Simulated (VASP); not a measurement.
# ZrC (Fm-3m) in VASP: notebook, part 3 of 3

VASP 6.6.1. The steps go on from the part before.

## 5. Electric field gradients, PBE

File INCAR:

```
SYSTEM = ZrC
PREC = Accurate
ENCUT = 520
EDIFF = 1E-8
ISMEAR = 0
SIGMA = 0.02
LREAL = .FALSE.
LASPH = .TRUE.
NELM = 80
ALGO = Normal
ISIF = 2
LWAVE = .FALSE.
LCHARG = .FALSE.
GGA = PE
LEFG = .TRUE.
```

File KPOINTS:

```
Automatic mesh
0
G
  10 10 10
  0 0 0
```

File POSCAR:

```
ZrC
1.0
    0.0000000000      2.3650000000      2.3650000000
    2.3650000000      0.0000000000      2.3650000000
    2.3650000000      2.3650000000      0.0000000000
Zr C
1 1
Direct
    0.5000000000      0.5000000000      0.5000000000
    0.0000000000      0.0000000000      0.0000000000
```

Potentials or basis: VASP PAW PBE potentials, release 64 (Zr_sv, C).

Run with:

```
$ cat potpaw_PBE.64/Zr_sv/POTCAR potpaw_PBE.64/C/POTCAR > POTCAR
$ mpirun -np 1 vasp_std > vasp.out
```

OUTCAR:

```text
SYSTEM = ZrC
   PREC = Accurate
   ENCUT = 520
   EDIFF = 1E-8
   ISMEAR = 0
   LREAL = .FALSE.
   LASPH = .TRUE.
   NELM = 80
   ISIF = 2
   GGA = PE

 ion  position               nearest neighbor table
   1  0.500  0.500  0.500-   2 2.37   2 2.37   2 2.37   2 2.37   2 2.37   2 2.37
   2  0.000  0.000  0.000-   1 2.37   1 2.37   1 2.37   1 2.37   1 2.37   1 2.37

  LATTYP: Found a face centered cubic cell.
 ALAT       =     4.7300000000

  Lattice vectors:

 A1 = (   0.0000000000,   2.3650000000,   2.3650000000)
 A2 = (   2.3650000000,   0.0000000000,   2.3650000000)
 A3 = (   2.3650000000,   2.3650000000,   0.0000000000)

Analysis of symmetry for initial positions (statically):
=====================================================================
 Subroutine PRICEL returns:
 Original cell was already a primitive cell.

 Routine SETGRP: Setting up the symmetry group for a
 face centered cubic supercell.

 Subroutine GETGRP returns: Found 48 space group operations
 (whereof 48 operations were pure point group operations)
 out of a pool of 48 trial point group operations.

The static configuration has the point symmetry O_h .

Analysis of symmetry for dynamics (positions and initial velocities):
=====================================================================
 Subroutine PRICEL returns:
 Original cell was already a primitive cell.

 Routine SETGRP: Setting up the symmetry group for a
 face centered cubic supercell.

 Subroutine GETGRP returns: Found 48 space group operations
 (whereof 48 operations were pure point group operations)
 out of a pool of 48 trial point group operations.

The dynamic configuration has the point symmetry O_h .

 Subroutine INISYM returns: Found 48 space group operations
 (whereof 48 operations are pure point group operations),
 and found     1 'primitive' translations

----------------------------------------------------------------------------------------

                                     Primitive cell

  volume of cell :      26.4560

  direct lattice vectors                    reciprocal lattice vectors
     0.000000000  2.365000000  2.365000000    -0.211416490  0.211416490  0.211416490
     2.365000000  0.000000000  2.365000000     0.211416490 -0.211416490  0.211416490
     2.365000000  2.365000000  0.000000000     0.211416490  0.211416490 -0.211416490

  length of vectors
     3.344615075  3.344615075  3.344615075     0.366184103  0.366184103  0.366184103

  position of ions in fractional coordinates (direct lattice)
     0.500000000  0.500000000  0.500000000
     0.000000000  0.000000000  0.000000000

  ion indices of the primitive-cell ions
   primitive index   ion index
                 1           1
                 2           2

----------------------------------------------------------------------------------------

 KPOINTS: Automatic mesh

Automatic generation of k-mesh.
 Grid dimensions read from file:
[... 84 lines left out ...]
     AMIX     =   0.40;   BMIX     =  1.00
     AMIX_MAG =   1.60;   BMIX_MAG =  1.00
  volume/ion in A,a.u.               =      13.23        89.27
  Fermi-wavevector in a.u.,A,eV,Ry     =   1.384439  2.616209 26.077880  1.916670
  Thomas-Fermi vector in A             =   2.508943
   LORBIT       =      0    0 simple, 1 ext, 2 COOP (PROOUT), +10 PAW based schemes
   GGA     = PE    functional components
   LHFCALC =     F    Hartree Fock is set to
   AEXX    =    0.0000 exact exchange contribution
   IVDW    =     0    specifies the selected vdW correction
   LEPSILON=     F    determine dielectric tensor
   LRPA    =     F    only Hartree local field effects (RPA)
 non-spin polarized calculation
 Gauss-broadening in eV      SIGMA  =   0.02
  energy-cutoff  :      520.00
  volume of cell :       26.46
 maximum number of plane-waves:       728
 NGX is ok and might be reduce to    28

 number of electron      16.0000000 magnetization

 Free energy of the ion-electron system (eV)
  ---------------------------------------------------
  ext. energy  EPLUGINS =         0.00000000
  ---------------------------------------------------
  free energy    TOTEN  =       -19.45731408 eV

  energy without entropy =      -19.45731379  energy(sigma->0) =      -19.45731393

 E-fermi :   9.3882     XC(G=0): -12.0405

 val. band max:        9.3349384122   @ k =   0.1000   0.0000   0.0000
 cond. band min:       9.4378191936   @ k =   0.5000   0.5000   0.0000
 fundamental gap:      0.1028807814
 Fermi energy:         9.3881657360

 k-point     1 :       0.0000    0.0000    0.0000
  band No.  band energies     occupation
      1     -38.7798      2.00000
      2     -16.5021      2.00000
      3     -16.5021      2.00000
      4     -16.5021      2.00000
      5      -1.8422      2.00000
      6      10.3273      0.00000
      7      10.3273      0.00000
      8      10.3273      0.00000
      9      10.4850      0.00000
     10      10.4850      0.00000
     11      10.4850      0.00000
     12      12.1558      0.00000
[... 331 lines left out ...]
 k-point    24 :       0.4000    0.3000    0.0000
  band No.  band energies     occupation
      1     -38.6806      2.00000
      2     -17.0713      2.00000
      3     -16.7283      2.00000
      4     -16.7039      2.00000
      5      -0.3658      2.00000
      6       6.2364      2.00000
      7       7.7369      2.00000
      8       8.7701      2.00000
      9       9.5960      0.00000
     10      13.8472      0.00000
     11      14.7784      0.00000
     12      14.8934      0.00000

 [... further k-points ...]

------------------------ aborting loop because EDIFF is reached ----------------------------------------

  FORCE on cell =-STRESS in cart. coord.  units (eV):
  Direction    XX          YY          ZZ          XY          YZ          ZX
  --------------------------------------------------------------------------------------
  -------------------------------------------------------------------------------------
  Total       -0.4491382     -0.4491382     -0.4491382      0.0000000      0.0000000     -0.0000000
  in kB      -27.1998888    -27.1998888    -27.1998888      0.0000000      0.0000000     -0.0000000
  external PRESSURE =     -27.1998888 kB  Pullay stress =       0.0000000 kB

 VOLUME and BASIS-vectors are now :
 -----------------------------------------------------------------------------
  energy-cutoff  :      520.00
  volume of cell :       26.46
      direct lattice vectors                 reciprocal lattice vectors
     0.000000000  2.365000000  2.365000000    -0.211416490  0.211416490  0.211416490
     2.365000000  0.000000000  2.365000000     0.211416490 -0.211416490  0.211416490
     2.365000000  2.365000000  0.000000000     0.211416490  0.211416490 -0.211416490

 POSITION                                       TOTAL-FORCE (eV/Angst)
 -----------------------------------------------------------------------------------
      2.36500      2.36500      2.36500        -0.000000      0.000000      0.000000
      0.00000      0.00000      0.00000         0.000000     -0.000000     -0.000000
 -----------------------------------------------------------------------------------
    total drift:                                0.000000      0.000000      0.000000

  FREE ENERGIE OF THE ION-ELECTRON SYSTEM (eV)
  ---------------------------------------------------
  free  energy   TOTEN  =       -19.4573140817 eV

  energy  without entropy=      -19.4573137877  energy(sigma->0) =      -19.45731393

 Electric field gradients (V/A^2)
---------------------------------------------------------------------
 ion       V_xx      V_yy      V_zz      V_xy      V_xz      V_yz
---------------------------------------------------------------------
   1      -0.000    -0.000     0.000    -0.000    -0.000    -0.000
   2      -0.000     0.000     0.000    -0.000    -0.000    -0.000
---------------------------------------------------------------------

 Electric field gradients after diagonalization (V/A^2)
 (convention: |V_zz| > |V_xx| > |V_yy|)
----------------------------------------------------------------------
 ion       V_xx      V_yy      V_zz     asymmetry (V_yy - V_xx)/ V_zz
----------------------------------------------------------------------
   1       0.000     0.000    -0.000       0.000
   2       0.000     0.000    -0.000       0.000
----------------------------------------------------------------------

           NMR quadrupolar parameters

 Cq : quadrupolar parameter    Cq=e*Q*V_zz/h
 eta: asymmetry parameters     (V_yy - V_xx)/ V_zz
 Q  : nuclear electric quadrupole moment in mb (millibarn)
----------------------------------------------------------------------
 ion       Cq(MHz)       eta       Q (mb)
----------------------------------------------------------------------
   1      -0.000       0.000       1.000
   2      -0.000       0.000       1.000
----------------------------------------------------------------------
```

OSZICAR:

```text
N       E                     dE             d eps       ncg     rms          rms(c)
DAV:   1     0.101351846449E+03    0.10135E+03   -0.90475E+03  1128   0.135E+03
DAV:   2    -0.160086717439E+02   -0.11736E+03   -0.11075E+03  1332   0.327E+02
DAV:   3    -0.226747703890E+02   -0.66661E+01   -0.65603E+01  1988   0.709E+01
DAV:   4    -0.229517486408E+02   -0.27698E+00   -0.27681E+00  1364   0.860E+00
DAV:   5    -0.229555574726E+02   -0.38088E-02   -0.38084E-02  1728   0.105E+00    0.197E+01
DAV:   6    -0.196130363072E+02    0.33425E+01   -0.17040E+01  1268   0.284E+01    0.765E+00
DAV:   7    -0.194703051946E+02    0.14273E+00   -0.81246E-01  1360   0.716E+00    0.557E+00
DAV:   8    -0.194622767299E+02    0.80285E-02   -0.15490E-01  1232   0.362E+00    0.142E+00
DAV:   9    -0.194571862852E+02    0.50904E-02   -0.35754E-02  1400   0.125E+00    0.466E-01
DAV:  10    -0.194575969711E+02   -0.41069E-03   -0.21544E-03  1324   0.578E-01    0.367E-01
DAV:  11    -0.194573161795E+02    0.28079E-03   -0.86162E-04  1248   0.219E-01    0.324E-02
DAV:  12    -0.194573141768E+02    0.20027E-05   -0.19297E-05  1512   0.442E-02    0.622E-03
DAV:  13    -0.194573140167E+02    0.16007E-06   -0.13052E-06  1644   0.109E-02    0.152E-03
DAV:  14    -0.194573140690E+02   -0.52252E-07   -0.20183E-08  1176   0.152E-03    0.788E-04
DAV:  15    -0.194573140835E+02   -0.14528E-07   -0.10867E-08   708   0.786E-04    0.588E-05
DAV:  16    -0.194573140817E+02    0.18372E-08   -0.19660E-09   628   0.398E-04
   1 F= -.19457314E+02 E0= -.19457314E+02  d E =-.294012E-06
```

stdout:

```text
POSCAR found type information on POSCAR ZrC
 POSCAR found :  2 types and       2 ions
 scaLAPACK will be used
 LDA part: xc-table for (Slater+PW92), standard interpolation
 POSCAR, INCAR and KPOINTS ok, starting setup
 FFT: planning ... GRIDC
 FFT: planning ... GRID_SOFT
 FFT: planning ... GRID
 WAVECAR not read
 entering main loop
ion   1

ion   2
```

Run time: 19 s. Hardware: 1 thread of Intel Xeon 6975P-C (Granite Rapids), shared host; peak memory 0.16 GiB.

Results:

- Free energy: -19.4573 eV
- Pressure: -2.7 GPa
- Band gap on the k mesh: none (metal or under the smearing width)

Electric field gradients, principal values (V/Å²):
```tsv
atom	Vxx	Vyy	Vzz
1 Zr	0.000	0.000	0.000
2 C	0.000	0.000	0.000
```

## 6. Core levels, PBE

File INCAR:

```
SYSTEM = ZrC
PREC = Accurate
ENCUT = 520
EDIFF = 1E-6
ISMEAR = 0
SIGMA = 0.02
LREAL = .FALSE.
LASPH = .TRUE.
NELM = 60
ALGO = Normal
ISIF = 2
LWAVE = .FALSE.
LCHARG = .FALSE.
GGA = PE
ICORELEVEL = 1
```

File KPOINTS:

```
regular mesh
0
G
  10 10 10
  0 0 0
```

POSCAR is that of step 5.

Potentials or basis: VASP PAW PBE potentials, release 64 (Zr_sv, C).

Run with:

```
$ cat potpaw_PBE.64/Zr_sv/POTCAR potpaw_PBE.64/C/POTCAR > POTCAR
$ mpirun -np 1 vasp_std > vasp.out
```

OUTCAR:

```text
SYSTEM = ZrC
   PREC = Accurate
   ENCUT = 520
   EDIFF = 1E-6
   ISMEAR = 0
   LREAL = .FALSE.
   LASPH = .TRUE.
   NELM = 60
   ISIF = 2
   GGA = PE

 ion  position               nearest neighbor table
   1  0.500  0.500  0.500-   2 2.37   2 2.37   2 2.37   2 2.37   2 2.37   2 2.37
   2  0.000  0.000  0.000-   1 2.37   1 2.37   1 2.37   1 2.37   1 2.37   1 2.37

  LATTYP: Found a face centered cubic cell.
 ALAT       =     4.7300000000

  Lattice vectors:

 A1 = (   0.0000000000,   2.3650000000,   2.3650000000)
 A2 = (   2.3650000000,   0.0000000000,   2.3650000000)
 A3 = (   2.3650000000,   2.3650000000,   0.0000000000)

Analysis of symmetry for initial positions (statically):
=====================================================================
 Subroutine PRICEL returns:
 Original cell was already a primitive cell.

 Routine SETGRP: Setting up the symmetry group for a
 face centered cubic supercell.

 Subroutine GETGRP returns: Found 48 space group operations
 (whereof 48 operations were pure point group operations)
 out of a pool of 48 trial point group operations.

The static configuration has the point symmetry O_h .

Analysis of symmetry for dynamics (positions and initial velocities):
[... 172 lines left out ...]

 k-point     1 :       0.0000    0.0000    0.0000
  band No.  band energies     occupation
      1     -38.7800      2.00000
      2     -16.5022      2.00000
      3     -16.5022      2.00000
      4     -16.5022      2.00000
      5      -1.8422      2.00000
      6      10.3272      0.00000
      7      10.3272      0.00000
      8      10.3272      0.00000
      9      10.4849      0.00000
     10      10.4849      0.00000
     11      10.4849      0.00000
     12      12.1558      0.00000
[... 271 lines left out ...]
 k-point    20 :      -0.4000    0.2000    0.0000
  band No.  band energies     occupation
      1     -38.6745      2.00000

------------------------ aborting loop because EDIFF is reached ----------------------------------------

  FORCE on cell =-STRESS in cart. coord.  units (eV):
  Direction    XX          YY          ZZ          XY          YZ          ZX
  --------------------------------------------------------------------------------------
  -------------------------------------------------------------------------------------
  Total       -0.4479090     -0.4479090     -0.4479090      0.0000000     -0.0000000      0.0000000
  in kB      -27.1254484    -27.1254484    -27.1254484      0.0000000     -0.0000000      0.0000000
  external PRESSURE =     -27.1254484 kB  Pullay stress =       0.0000000 kB

 VOLUME and BASIS-vectors are now :
 -----------------------------------------------------------------------------
  energy-cutoff  :      520.00
  volume of cell :       26.46
      direct lattice vectors                 reciprocal lattice vectors
     0.000000000  2.365000000  2.365000000    -0.211416490  0.211416490  0.211416490
     2.365000000  0.000000000  2.365000000     0.211416490 -0.211416490  0.211416490
     2.365000000  2.365000000  0.000000000     0.211416490  0.211416490 -0.211416490

 POSITION                                       TOTAL-FORCE (eV/Angst)
 -----------------------------------------------------------------------------------
      2.36500      2.36500      2.36500         0.000000      0.000000      0.000000
      0.00000      0.00000      0.00000        -0.000000     -0.000000     -0.000000
 -----------------------------------------------------------------------------------
    total drift:                                0.000000      0.000000      0.000000

  FREE ENERGIE OF THE ION-ELECTRON SYSTEM (eV)
  ---------------------------------------------------
  free  energy   TOTEN  =       -19.4573139892 eV

  energy  without entropy=      -19.4573136949  energy(sigma->0) =      -19.45731384
```

stdout:

```text
POSCAR found type information on POSCAR ZrC
 POSCAR found :  2 types and       2 ions
 scaLAPACK will be used
 LDA part: xc-table for (Slater+PW92), standard interpolation
 POSCAR, INCAR and KPOINTS ok, starting setup
 FFT: planning ... GRIDC
 FFT: planning ... GRID_SOFT
 FFT: planning ... GRID
 WAVECAR not read
 entering main loop
```

Wall time 16 s (1 thread of Intel Xeon 6975P-C (Granite Rapids), shared host); peak memory 0.16 GiB.

Results:

- Free energy: -19.4573 eV
- Pressure: -2.7 GPa
- Band gap on the k mesh: none (metal or under the smearing width)

Core levels (eV, on the scale of the bands):
```
atom                                                                levels
1 Zr  1s -17806.1, 2s -2453.4, 2p -2185.9, 3s -388.8, 3p -301.6, 3d -158.8
 2 C                                                             1s -255.2
```

## 7. For comparison

An earlier run on the cell as given: functional PBE; potentials or basis VASP PAW PBE potentials, release 64 (Zr_sv, C); cutoff 520 eV; k mesh 10 × 10 × 10; occupations fermi-dirac, width 0.05 eV; no spin polarisation.

- Pressure: -2.7 GPa
- Band gap on the k mesh: none (metal or under the smearing width)

## 8. The runs side by side

```csv
task,level,cell,k mesh,cutoff (eV),smearing,ions in elastic constants,k mesh for the DOS,occupations for the DOS,gap on the mesh (eV),pressure (GPa)
elastic constants,PBEsol,relaxed,7 × 7 × 7,600,gaussian 0.02 eV,relaxed,-,-,-,-
optical spectrum,PBE,as given,10 × 10 × 10,520,gaussian 0.02 eV,-,-,-,none,-2.7
density of states,PBE,as given,10 × 10 × 10,520,gaussian 0.02 eV,-,15 × 15 × 15,tetrahedron,-,-
electric field gradients,PBE,as given,10 × 10 × 10,520,gaussian 0.02 eV,-,-,-,none,-2.7
core levels,PBE,as given,10 × 10 × 10,520,gaussian 0.02 eV,-,-,-,none,-2.7
single point,PBE,as given,10 × 10 × 10,520,fermi-dirac 0.05 eV,-,-,-,none,-2.7
```

Alike in all rows: potentials or basis VASP PAW PBE potentials, release 64 (Zr_sv, C); no spin polarisation.

Every run on the cell as given and a fine mesh finds a metal.

Caveats: the PAW data sets were made with another functional, which shifts forces and pressure a little (some runs); spectra need much finer meshes, so this one isn't converged (some runs); independent-particle spectra lack excitons (some runs); the intraband (Drude) part of a metal's response may be missing (some runs).

Total energies depend on the potentials used, so only differences within one code and one set of settings carry meaning.
